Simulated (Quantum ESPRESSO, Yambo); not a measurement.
# SiC (F-43m): G0W0 with Yambo, start to end, part 2 of 3

How does a plane-wave GW calculation on SiC (F-43m) run from the first input to the gap?

Quantum ESPRESSO 7.5 and Yambo 5.3.0; PBE and many-body steps on it, plane waves. Known limits of the many-body steps: not at the basis limit.

So far. Step 2 (Ground state): The gap is indirect, with the least direct gap 3.19 eV higher. Step 3 (Bands along the symmetry lines): The gap is 1.361 eV, as in the run before at this level.

**4. Empty states on the mesh, 6×6×6 mesh, 50 bands**

Level of this step: DFT, PBE, plane waves, norm-conserving pseudopotentials (Quantum ESPRESSO).

The sums over transitions need many empty states on a uniform mesh; this step solves for them.

File pw.in:

```
&control
  calculation = 'nscf'
  prefix = 'x'
  outdir = 'o'
  pseudo_dir = 'pseudo'
/
&system
  ibrav = 0
  nat = 2
  ntyp = 2
  ecutwfc = 74.0
  nbnd = 50
  force_symmorphic = .true.
/
&electrons
  conv_thr = 1e-9
  electron_maxstep = 80
  diago_full_acc = .true.
  diago_thr_init = 5e-6
/
ATOMIC_SPECIES
  Si 28.085 Si.upf
  C 12.011 C.upf
CELL_PARAMETERS angstrom
  -0.0000000000 2.1790000000 2.1790000000
  2.1790000000 -0.0000000000 2.1790000000
  2.1790000000 2.1790000000 -0.0000000000
ATOMIC_POSITIONS crystal
  Si 0.0000000000 0.0000000000 0.0000000000
  C 0.2500000000 0.2500000000 0.2500000000
K_POINTS automatic
  6 6 6 0 0 0
```

On the command line:

```
$ OMP_NUM_THREADS=1 mpirun -n 4 pw.x -nk 4 -in pw.in > pw.out
```

Output:

```text
[banner, memory and clock lines left out]
Program PWSCF v.7.5 starts

     Atomic positions and unit cell read from directory:
     o/x.save/

     Message from routine setup:
     using ibrav=0 with symmetry is DISCOURAGED, use correct ibrav instead

     G-vector sticks info

     bravais-lattice index     =            0
     lattice parameter (alat)  =       5.8233  a.u.
     unit-cell volume          =     139.6363 (a.u.)^3
     number of atoms/cell      =            2
     number of atomic types    =            2
     number of electrons       =         8.00
     number of Kohn-Sham states=           50
     kinetic-energy cutoff     =      74.0000  Ry
     charge density cutoff     =     296.0000  Ry
     Exchange-correlation= PBE
                           (   1   4   3   4   0   0   0)

     celldm(1)=   5.823326  celldm(2)=   0.000000  celldm(3)=   0.000000
     celldm(4)=   0.000000  celldm(5)=   0.000000  celldm(6)=   0.000000

     crystal axes: (cart. coord. in units of alat)
               a(1) = (  -0.000000   0.707107   0.707107 )
               a(2) = (   0.707107  -0.000000   0.707107 )
               a(3) = (   0.707107   0.707107  -0.000000 )

     reciprocal axes: (cart. coord. in units 2 pi/alat)
               b(1) = ( -0.707107  0.707107  0.707107 )
               b(2) = (  0.707107 -0.707107  0.707107 )
               b(3) = (  0.707107  0.707107 -0.707107 )
     Pseudo is Norm-conserving + core correction, Zval =  4.0
     Generated using ONCVPSP code by D. R. Hamann
     Using radial grid of 1510 points,  6 beta functions with:
     Pseudo is Norm-conserving + core correction, Zval =  4.0
     Generated using ONCVPSP code by D. R. Hamann
     Using radial grid of 1248 points,  4 beta functions with:
     Si                4.00    28.08500     Si( 1.00)
     C                 4.00    12.01100     C ( 1.00)

     24 Sym. Ops. (no inversion) found

   Cartesian axes

     site n.     atom                  positions (alat units)
         1        Si     tau(   1) = (   0.0000000   0.0000000   0.0000000  )
         2        C      tau(   2) = (   0.3535534   0.3535534   0.3535534  )

     number of k points=    16
                       cart. coord. in units 2pi/alat
        k(    1) = (   0.0000000   0.0000000   0.0000000), wk =   0.0092593
        k(    2) = (   0.1178511   0.1178511  -0.1178511), wk =   0.0740741
        k(    3) = (   0.2357023   0.2357023  -0.2357023), wk =   0.0740741
[...]
[... 4 further rows ...]
        k(   15) = (  -0.1178511  -0.3535534   0.5892557), wk =   0.2222222
        k(   16) = (  -0.7071068   0.2357023   0.0000000), wk =   0.1111111

     Dense  grid:    12039 G-vectors     FFT dimensions: (  32,  32,  32)

     The potential is recalculated from file :
     o/x.save/charge-density

     Starting wfcs are    8 randomized atomic wfcs +   42 random wfcs

     Band Structure Calculation

     End of band structure calculation

          k = 0.0000 0.0000 0.0000 (  1459 PWs)   bands (ev):

    -5.9135   9.4961   9.4961   9.4961  15.7194  16.8074  16.8074  16.8074
    24.0247  24.0247  25.9551  26.7794  26.7794  26.7794  33.0140  43.0988
    43.0988  43.0988  51.0830  51.0830  51.0830  52.3680  52.3680  57.2867
[...]
82.8659  82.8659

          k = 0.1179 0.1179-0.1179 (  1489 PWs)   bands (ev):

[...]
88.5016  88.5017

          k = 0.2357 0.2357-0.2357 (  1501 PWs)   bands (ev):

[...]
69.8194  70.9775  74.2141  74.2141  75.6087  76.4695  76.4695  78.9494
    79.4843  79.4843  82.8782  86.7891  86.7891  89.4611  89.4611  89.6534
    95.7001  95.7001

          k =-0.3536-0.3536 0.3536 (  1502 PWs)   bands (ev):

     [... further k-points ...]

     highest occupied, lowest unoccupied level (ev):     9.4961   10.8574

     XML data file, pseudopotentials, collected wavefunctions
```

Elapsed: 3.4 s, on 4 MPI ranks of Arm Neoverse N1, shared host; peak memory 0.2 GiB.

Numbers from this step:

- gap: 1.361 eV
- k of the valence top: 0, 0, 0
- k of the conduction bottom: 0, -0.5, -0.5
- least direct gap: 4.553 eV
- k points computed: 16
- lowest point of the top converged band, above the valence top: 73.3698 eV

On this mesh the gap is 1.361 eV.

**5. Conversion and set-up**

This step: Yambo 5.3.0; conversion and set-up on PBE, plane waves, norm-conserving pseudopotentials.

The states are converted to the many-body program's format and the q mesh is built.

On the command line:

```
$ (cd o/x.save; p2y > p2y.log; mv SAVE ../..); yambo > setup.log
```

Output:

```text
 Yambo, version 5.3.0

 [02] CORE Variables Setup
 =========================

  [02.01] Unit cells
  ==================

  Cell kind             :  FCC
  Atoms in the cell     :  Si  C
  number of Si atoms    :  1
  number of C  atoms    :  1

  List of atomic masses
  Mass of Si    :  28.08500
  Mass of C     :  12.01100

  List of atomic coordinates    : [cc]
  Si1       :  0.000000  0.000000  0.000000  order 1
  C1       :  2.058857  2.058857  2.058857  order 2

  Alat factors          :  4.117713  4.117713  4.117713 [a.u.]
  Direct lattice volume :  139.6363 [a.u.]
  Direct lattice vectors:  A[ 1 ]  A[ 2 ]  A[ 3 ]
   A[ 1 ]: -0.000000  1.000000  1.000000  [iru]
  -0.000000  4.117713  4.117713  [cc]
   A[ 2 ]:  1.000000 -0.000000  1.000000  [iru]
   4.117713 -0.000000  4.117713  [cc]
   A[ 3 ]:  1.000000  1.000000 -0.000000  [iru]
   4.117713  4.117713 -0.000000  [cc]

  Recip. lattice volume :  1.776402 [a.u.]
  Recip. lattice vectors:  B[ 1 ]  B[ 2 ]  B[ 3 ]
   B[ 1 ]: -0.500000  0.500000  0.500000  [iku]
  -0.762946  0.762946  0.762946  [cc]
   B[ 2 ]:  0.500000 -0.500000  0.500000  [iku]
   0.762946 -0.762946  0.762946  [cc]
   B[ 3 ]:  0.500000  0.500000 -0.500000  [iku]
   0.762946  0.762946 -0.762946  [cc]

  [02.02] Symmetries
  ==================

  Inversion symmetry    : yes
  Spatial inversion     : no
  Inversion index       :  25
  K-space Time-reversal : yes
  Magnetic symmetries   : no
  Time-reversal derived K-space symmetries:   25   48
  Group table correct   : yes
  Symmetries units      :  [cc]

   [S  1]:   1.0000      0.53036E-18  0.53036E-18  0.53036E-18   1.0000     -0.53036E-18 -0.53036E-18 -0.53036E-18   1.0000
   [S  2]:  -1.0000     -0.53036E-18  0.53036E-18 -0.53036E-18  -1.0000     -0.53036E-18  0.53036E-18  0.53036E-18   1.0000
   [S  3]:  -1.0000      0.53036E-18 -0.53036E-18 -0.53036E-18   1.0000      0.53036E-18  0.53036E-18 -0.53036E-18  -1.0000
[...]
[S  9]:  0.53036E-18   1.0000      0.53036E-18 -0.53036E-18  0.53036E-18   1.0000       1.0000     -0.53036E-18 -0.53036E-18
   [S 10]:  0.53036E-18  -1.0000     -0.53036E-18 -0.53036E-18 -0.53036E-18  -1.0000       1.0000      0.53036E-18  0.53036E-18
     [... 36 further rows ...]
   [S*47]:   1.0000      0.53036E-18 -0.53036E-18  0.53036E-18 -0.53036E-18  -1.0000     -0.53036E-18   1.0000      0.53036E-18
   [S*48]:   1.0000     -0.53036E-18  0.53036E-18  0.53036E-18  0.53036E-18   1.0000     -0.53036E-18  -1.0000     -0.53036E-18

  [02.03] Reciprocal space
  ========================

  nG shells         :  171
  nG charge         :  12039
  nG WFs            :  2031
  nC WFs            :  1524
  G-vecs. in first 17 shells:  [ Number ]
     1    9   15   27   51   59   65   89  113
    137   169   181   229   259   283   307   331
  ...
  Shell energy in first 17 shells:  [ mHa ]
[...]
K [14]         [rlu]:  0.166667  0.333333 -0.500000
[...]
K [15]         [rlu]:  0.166667  0.333333 -0.333333
         WF components:  1512
  K [16]         [rlu]:  0.166667 -0.500000 -0.333333
         WF components:  1510

  [02.05] Energies & Occupations
  ==============================

  [X] === General ===
  [X] Electronic Temperature                        :  0.000000  0.000000 [eV K]
  [X] Bosonic    Temperature                        :  0.000000  0.000000 [eV K]
  [X] Finite Temperature mode                       : no
  [X] El. density                                   :  0.38662E+24 [cm-3]
  [X] Fermi Level                                   :  9.496076 [eV]

  [X] === Gaps and Widths ===
  [X] Conduction Band Min                           :  1.361350 [eV]
  [X] Valence Band Max                              :  0.000000 [eV]
  [X] Filled Bands                                  :   4
  [X] Empty Bands                                   :    5   50
  [X] Direct Gap                                    :  4.552957 [eV]
  [X] Direct Gap localized at k                     :  13
  [X] Indirect Gap                                  :  1.361350 [eV]
  [X] Indirect Gap between kpts                     :   1  13
  [X] Last valence band width                       :  4.386321 [eV]
  [X] 1st conduction band width                     :  5.670361 [eV]

  E @ K [ 1]:  [eV]
   -15.4096    -0.512815E-8 -0.318438E-8   0.00000      6.22335      7.31127      7.31127      7.31127
  occ @ K [ 1]
[...]
E @ K [ 2]:  [eV]
[...]
occ @ K [ 2]
[...]
E @ K [ 3]:  [eV]
[...]
occ @ K [ 3]
[...]
E @ K [ 8]:  [eV]
[...]
occ @ K [ 8]
[...]
E @ K [ 9]:  [eV]
[...]
occ @ K [ 9]
[...]
E @ K [10]:  [eV]
[...]
occ @ K [10]
[...]
E @ K [11]:  [eV]
[...]
occ @ K [11]
[...]
E @ K [12]:  [eV]
[...]
occ @ K [12]
[...]
E @ K [13]:  [eV]
[...]
occ @ K [13]
[...]
E @ K [14]:  [eV]
[...]
occ @ K [14]
[...]
E @ K [15]:  [eV]
[...]
occ @ K [15]
[...]
E @ K [16]:  [eV]
  -10.22407  -7.29331  -4.51078  -4.38632   3.99739   7.10198  10.82375  12.21291
  occ @ K [16]
   2.000000  2.000000  2.000000  2.000000  0.000000  0.000000  0.000000  0.000000

 [03] Transferred momenta grid and indexing
 ==========================================

 IBZ Q-points                                      :  16
 BZ  Q-points                                      :  216

 K/Q-points units:
 rlu = crystal or reduced units; cc = cartesian coordinates; iku = interal k-units

 Q [ 1]         [rlu]:  0.000000  0.000000  0.000000
 Q [ 2]         [rlu]:  0.16734E-16  0.16734E-16  0.16667
 Q [ 3]         [rlu]:  0.33468E-16  0.33468E-16  0.33333
[...]
Q [ 8]         [rlu]: -0.19076E-16  0.16667     -0.33333
 Q [ 9]         [rlu]: -0.57120E-17  0.16667     -0.16667
 Q [10]         [rlu]:  0.31459E-17  0.33333      0.33333
     [... 4 further rows ...]
 Q [15]         [rlu]:  0.166667  0.333333 -0.333333
 Q [16]         [rlu]:  0.166667 -0.500000 -0.333333

  [03.01] X indexes
  =================

   [03.01.01] Sigma indexes
   ========================

 [06] Game Over & Game summary
```

Wall time 2.7 s (1 MPI rank); peak memory 0.23 GiB.

[end of part 2 of 3]

[Paths, hosts, dates, memory and timing lines, banners, echoed tables and standing remarks are left out of the program output.]

[Logs are printed without paths, hosts, clocks, repeated set-up lines and the standing remarks that a program may print on its own settings, such as how far it seeks lower states.]

[Runs of the session that timed out or met a known fault of the program may be left out.]

[Hosts, paths, dates, database ids (printed as entryN), source tags and the programs' standing remarks are cut or masked in the printed files.]
